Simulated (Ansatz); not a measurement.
# GaAs (F-43m) in Ansatz: a series of runs

One crystal, GaAs, is run at these levels: PBE, RPBE+D4; tasks: single point, relaxation of cell and atoms.

Everything below comes from runs of Ansatz 0.2.0. Logs are shortened: lines on timing, memory, paths and dates and some standing lists are left out, and cuts for length are marked.

**What was measured.**

“Evidence of valence band perturbations in GaAsN/GaAs(001): A combined variable-angle spectroscopic ellipsometry and modulated photoreflectance investigation”, 2008, arxiv:0805.2212 reports, for a bulk crystal of GaAs at 300 K: band gap 1.418 ± 0.005 eV (direct); band gap 1.412 ± 0.01 eV (direct).

How close the calculation comes is told below.

## 1. The crystal as given

Symmetry: F-43m, No. 216, cubic system. Conventional cell: a = 5.654 Å, b = 5.654 Å, c = 5.654 Å, α = 90.00°, β = 90.00°, γ = 90.00°. As (site symmetry -43m) is surrounded by 4 Ga at 2.45 Å. Ga (site symmetry -43m) has 4 As at 2.45 Å as nearest neighbours.

## 2. Single point, PBE

Contents of input.yaml:

```yaml
crystal:
  lattice:
    - [0.0, 2.82685, 2.82685]
    - [2.82685, 0.0, 2.82685]
    - [2.82685, 2.82685, 0.0]
  atoms:
    - { symbol: As, position: [0.75, 0.75, 0.75] }
    - { symbol: Ga, position: [0.0, 0.0, 0.0] }
hamiltonian:
  xc: pbe
  pseudopotentials: { kind: paw }
kpoints:
  mp_grid: { grid: [8, 8, 8] }
scf:
  occupations: { method: gaussian, width: 0.023 }
output:
  forces: true
  stress: true
  eigenvalues: true
  write_density: true
  write_potential: true
  elf: true
  volumetric_format: npy
```

Potentials or basis: Ansatz PAW.

Command:

```console
> ansatz run input.yaml --threads 2 --pin off --max-ram 5632MiB --backend cpu --events-out ev --progress --plain --runs-dir out
```

Standard output:

```text
Warning: RAYON_NUM_THREADS=2 ignored (pool sized by the plan → 2); use --threads N
Engine: ansatz 0.2.0, x86_64-unknown-linux-gnu
Pseudopotentials: kind: paw
Pseudopotential: As, paw, valence charge 15, recommended cutoff 420 eV (normal), As.paw.azcp
Pseudopotential: Ga, paw, valence charge 13, recommended cutoff 420 eV (normal), Ga.paw.azcp
Functional definition: PBE
  parameter kappa = 0.804
  parameter beta = 0.06672455060314922
  exchange = pbe_x(kappa = kappa, mu = beta*pi^2/3)
  correlation = pbe_c(beta = beta)
Crystal: 2 atoms, lattice volume = 45.179 Å³
Basis set: ecut = 420 eV, 893 PW (Γ), exchange–correlation on 54×54×54 points (8 copies of the dense FFT grid, shifted against one another)
Bands: 18, of which v1, the nominal top of the filled ones, is band 14 counted from 1 (13 counted from 0)
Symmetry: 24 space group operations
Space group: F-43m (ITA 216), of the structure as read, at distance tolerance 3.6e-5 Å
k-points: 29 of 512 (time reversal used)
Non-local potential: As, projectors of the file, l = 0: 2, l = 1: 2, l = 2: 3, l = 3: 1
Non-local potential: Ga, projectors of the file, l = 0: 2, l = 1: 2, l = 2: 3, l = 3: 1
PAW form: soft (Blöchl's): semilocal exchange-correlation on the pseudo side does not see the compensation charge
PAW one-centre angular grid: As, 590 points (default); XC on 64 Gauss nodes
PAW one-centre angular grid: Ga, 590 points (default); XC on 64 Gauss nodes
Initial density: superposition of atomic densities (neutral atoms: chi_scale 0, normalization atom), corrected by the library's trained network
Initial wavefunctions: pseudopotential atomic-orbital guess
Functional: x = pbe(κ = 0.804, μ = 0.2195149727645171), c = pbe(β = 0.06672455060314922)
SCF iter   1: F=—  HF=-8639.834959 eV  |F-HF|=—  |Δ(HF+E_count)|=         —  Δρ=1.77e-3  dr2=2.37e-3  ethr=1.77e-3  ⟨swp⟩=6.0  Hψ=2450  notcnv=0
preconditioner: auto → none  [insulator: Δε(μ)=0.507 eV  Ē_g=15.490 eV  σ=0.023 eV  W_gap=1.00  n_scr=14 (ndim 8)  ℏωp=23.4 eV  f_vac=0.086  D(μ)=0.00/eV (n_scr^D=0)  ε∞_Penn≈3.3]
SCF iter   2: F=—  HF=-8639.834092 eV  |F-HF|=—  |Δ(HF+E_count)|=   8.66e-4  Δρ=8.36e-4  dr2=2.84e-4  ethr=8.46e-6  ⟨swp⟩=2.0  Hψ=1131  notcnv=0
SCF iter   3: F=—  HF=-8639.834023 eV  |F-HF|=—  |Δ(HF+E_count)|=   6.88e-5  Δρ=2.60e-4  dr2=3.59e-5  ethr=1.01e-6  ⟨swp⟩=2.0  Hψ=785  notcnv=0
SCF iter   4: F=—  HF=-8639.834044 eV  |F-HF|=—  |Δ(HF+E_count)|=   2.02e-5  Δρ=1.34e-4  dr2=1.09e-5  ethr=1.28e-7  ⟨swp⟩=2.0  Hψ=750  notcnv=0
SCF iter   5: F=—  HF=-8639.834051 eV  |F-HF|=—  |Δ(HF+E_count)|=   7.12e-6  Δρ=3.77e-5  dr2=6.91e-7  ethr=3.88e-8  ⟨swp⟩=2.0  Hψ=638  notcnv=0
SCF iter   6: F=-8639.834051 eV  HF=-8639.834051 eV  |F-HF|=3.35e-9  |Δ(HF+E_count)|=   5.01e-7  Δρ=5.69e-6  dr2=2.08e-8  ethr=3.57e-10  ⟨swp⟩=9.0  Hψ=3827  notcnv=0
SCF 1 converged in 6 iterations: F = -8639.834051 eV  dr2 = 2.08e-8
SCF converged after 6 iterations
Free energy (F): -8639.834051 eV
Harris-Foulkes:  -8639.834051 eV  (|F-HF|=3.35e-9)
Internal energy: -8639.834051 eV  (E = F + TS)
E sigma→0 (E₀):  -8639.834051 eV
Fermi energy:    8.442452 eV
--- Per-component energies (eV) ---
  E_band       = -311.945751
  E_kinetic    = 219.488389
  E_local      = -3915.503605  (includes V_loc(G=0)·N_el)
  E_nonlocal   = -245.780549
  E_hartree    = 1973.459663
  E_xc         = -148.501266
  E_vxc        = -137.536834  (∫ρ·V_xc dr)
  E_paw        = -3824.268759  (= ΣΔE_a)
  E_vpaw       = -179.534049  (= ΣTr[D̂ρ^β])
  E_aug_tail   = -0.000138  (compensation charges beyond the density's cutoff)
  E_ewald      = -2698.727786
  E_smearing   = -0.000000  (= −TS)
  E_closure    = 0.000000  (closes the sum)
  Σ components = -8639.834051   (vs F -8639.834051, Δ=0.00e0)
--- Forces (eV/Å), atoms counted from 1 ---
  atom   1  As     0.00000000     0.00000000     0.00000000
  atom   2  Ga    -0.00000000     0.00000000     0.00000000
  max |Σ_I F_I| component: 2.06e-16 eV/Å
--- Stress (GPa, compression-positive) ---
        3.269531       0.000000      -0.000000
        0.000000       3.269531       0.000000
       -0.000000       0.000000       3.269531
  P = ⅓ Tr σ = 3.2695 GPa (32.695 kbar)
--- Band table (eV; the first three rows and the last of 29) ---
  k-point 0: bands = ["-26.9504", "-26.9504", "-26.9504", "-26.9406", "-26.9406", "-6.5990", "-6.5990", "-6.5990", "-6.5200", "-6.5200", "-4.5435", "8.1841", "8.1841", "8.1841", "8.6997", "11.9233", "11.9233", "11.9233"]
  k-point 1: bands = ["-26.9504", "-26.9503", "-26.9503", "-26.9406", "-26.9406", "-6.6128", "-6.5954", "-6.5954", "-6.5202", "-6.5202", "-4.3607", "6.2225", "7.9485", "7.9485", "9.7759", "12.2707", "12.2707", "12.3830"]
  k-point 2: bands = ["-26.9503", "-26.9500", "-26.9500", "-26.9405", "-26.9405", "-6.6429", "-6.5876", "-6.5876", "-6.5198", "-6.5198", "-3.8508", "4.0492", "7.5071", "7.5071", "9.6371", "12.7887", "12.7887", "14.1408"]
  k-point 28: bands = ["-26.9501", "-26.9497", "-26.9486", "-26.9408", "-26.9400", "-6.6993", "-6.5672", "-6.5546", "-6.5307", "-6.5164", "-1.9853", "1.5602", "4.6533", "4.8464", "12.8072", "12.9082", "13.5996", "14.2334"]
```

Wall time 5.7 s (2 threads of Intel Xeon at 2.50GHz (Skylake/Cascade Lake), shared host); peak memory 0.36 GiB.

Results:

```yaml
Free_energy: -8639.8341 eV
Pressure: 3.3 GPa
Band_gap_on_the_k_mesh: 0.52 eV, direct
```

## 3. Single point, PBE

Edit input.yaml of step 2 so:

```diff
@@ -14,3 +14,3 @@
 scf:
-  occupations: { method: gaussian, width: 0.023 }
+  occupations: { method: gaussian, width: 0.024 }
 output:
@@ -19,5 +19 @@
   eigenvalues: true
-  write_density: true
-  write_potential: true
-  elf: true
-  volumetric_format: npy
```

Potentials or basis: Ansatz PAW.

Command:

```console
> ansatz run input.yaml --threads 2 --pin off --max-ram 5632MiB --backend cpu --events-out ev --progress --plain --runs-dir out
```

Run time: 5.4 s. Hardware: 2 threads of Intel Xeon at 2.50GHz (Skylake/Cascade Lake), shared host; peak memory 0.35 GiB.

The run converged. Its results:

- Free energy: -8639.8341 eV
- Pressure: 3.3 GPa
- Band gap on the k mesh: 0.52 eV, direct

Levels at points of the mesh, in eV from the valence-band top:
```csv
k point,band 11,band 12,band 13,band 14,band 15,band 16,band 17,band 18
"(0.00, 0.00, 0.00)",-12.73,0.00,0.00,0.00,0.52,3.74,3.74,3.74
"(0.00, 0.00, -0.50)",-10.96,-6.63,-1.14,-1.14,1.00,4.64,4.64,7.76
"(0.00, -0.50, -0.50)",-10.23,-6.81,-2.67,-2.67,1.47,1.66,10.17,10.17
```

## 4. Relaxation of cell and atoms, RPBE+D4

Edit input.yaml of step 3 so:

```diff
@@ -9,4 +9,5 @@
 hamiltonian:
-  xc: pbe
+  xc: rpbe
   pseudopotentials: { kind: paw }
+  dispersion: d4
 kpoints:
@@ -14,3 +15,3 @@
 scf:
-  occupations: { method: gaussian, width: 0.024 }
+  occupations: { method: fermi_dirac, width: 0.05 }
 output:
@@ -18,2 +19,5 @@
   stress: true
-  eigenvalues: true
+relax:
+  f_tol: 0.01
+  max_steps: 40
+  cell: { stress_tol: 0.05 }
```

Command:

```console
> ansatz run input.yaml --threads 2 --pin off --max-ram 5632MiB --backend cpu --events-out ev --progress --plain --runs-dir out
```

It took 14 s on 2 threads of Intel Xeon at 2.50GHz (Skylake/Cascade Lake), shared host; peak memory 0.37 GiB.

It converged, with:

```
Free energy                            : -8652.8222 eV
Relaxed volume                         : 22.25 Å³/atom
Relaxed cell                           : a = 3.978 Å, b = 3.978 Å, c = 3.978 Å, α = 60.00°, β = 60.00°, γ = 60.00°
Space group after relaxing (to 0.05 Å) : F-43m (No. 216)
Energy gained by relaxing              : 1.1 meV/atom
Ionic steps                            : 4
Pressure after relaxing                : 0.0 GPa
Band gap on the k mesh                 : 0.76 eV
```

Step by step:
```tsv
step	energy change (eV)	largest force (eV/Å)	volume (Å³)
1	0.0000	0.0000	45.18
2	-0.0023	0.0000	44.62
3	-0.0024	0.0000	44.50
4	-0.0023	0.0000	44.50
```

Final structure:
```cif
data_structure
_symmetry_space_group_name_H-M 'P 1'
_symmetry_Int_Tables_number 1
_cell_length_a 3.9775
_cell_length_b 3.9775
_cell_length_c 3.9775
_cell_angle_alpha 60.000
_cell_angle_beta 60.000
_cell_angle_gamma 60.000
_cell_volume 44.50
loop_
_atom_site_label
_atom_site_type_symbol
_atom_site_fract_x
_atom_site_fract_y
_atom_site_fract_z
_atom_site_occupancy
As1 As 0.75000 0.75000 0.75000 1
Ga1 Ga 0.00000 0.00000 0.00000 1
```

Caveat: the plane-wave basis is chosen anew once the cell has moved, so the energies of steps on either side of that aren't comparable; the PAW data sets come from PBE, with cores solved anew for the run's functional, which leaves a small shift of forces and pressure. As with any semilocal functional, this RPBE gap is likely too small.

## 5. Summary

```tsv
task	level	cell	smearing	gap on the mesh (eV)	pressure (GPa)
single point	PBE	as given	gaussian 0.023 eV	0.52	3.3
single point	PBE	as given	gaussian 0.024 eV	0.52	3.3
relaxation of cell and atoms	RPBE+D4	relaxed	fermi-dirac 0.05 eV	0.76	0.0
```

Alike in all rows: potentials or basis Ansatz PAW; no spin polarisation; k mesh 8 × 8 × 8; cutoff (eV) 420.

Caveats: the plane-wave basis is chosen anew once the cell has moved, so the energies of steps on either side of that aren't comparable (some runs); the PAW data sets come from PBE, with cores solved anew for the run's functional, which leaves a small shift of forces and pressure (some runs).

Total energies depend on the potentials used, so only differences within one code and one set of settings carry meaning.

## 6. Comparison with measurements

Step 2. Measured gap of GaAs: 1.418 eV (direct; 300 K; “Evidence of valence band perturbations in GaAsN/GaAs(001): A combined variable-angle spectroscopic ellipsometry and modulated photoreflectance investigation”, 2008, arxiv:0805.2212). This calculation gives 0.52 eV (-0.90 eV). 3 values of this kind are on record (1.412 to 1.51 eV); this one was drawn at random among those near their median, those with a stated uncertainty first. Spin-orbit coupling on As, Ga is left out. The value is that of PBE on a finite k mesh, which can miss the band edges, without temperature or zero-point motion. Semilocal functionals fall short of measured gaps as a rule.

Step 3. Against the measured gap of GaAs, 1.412 eV (direct; 300 K; “Evidence of valence band perturbations in GaAsN/GaAs(001): A combined variable-angle spectroscopic ellipsometry and modulated photoreflectance investigation”, 2008, arxiv:0805.2212), the calculated 0.52 eV is off by -0.90 eV. 3 values of this kind are on record (1.412 to 1.51 eV); this one was drawn at random among those near their median, those with a stated uncertainty first. Spin-orbit coupling on As, Ga is left out. The value is that of PBE on a finite k mesh, which can miss the band edges, without temperature or zero-point motion. Semilocal functionals fall short of measured gaps as a rule.
